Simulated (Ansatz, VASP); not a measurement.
One calculation of W, two programs

```
CELL_PARAMETERS angstrom
0.00000 2.02321 2.02321
2.02321 0.00000 2.02321
2.02321 2.02321 0.00000
ATOMIC_POSITIONS crystal
W 0.00000 0.00000 0.00000
```

Change from the starting cell: volume scaled by 0.99.

Alike in both runs: task single point; functional PBE; k mesh 14 × 14 × 14; occupations fermi-dirac, width 0.05 eV; no spin polarisation.

```csv
,VASP,Ansatz
version,VASP 6.6.1,Ansatz 0.2.0
potentials or method,"VASP PAW PBE potentials, release 64 (W_sv), cutoff 520 eV","all-electron LAPW, scalar-relativistic"
```

|  | VASP | Ansatz | Ansatz less VASP |
| --- | --- | --- | --- |
| pressure (GPa) | -1.5 | -1.9 | -0.36 |

Ansatz ran all-electron here, so the differences hold the error of VASP's frozen core and of both bases.

The runs have no spin-orbit coupling, so splittings on W are missing.
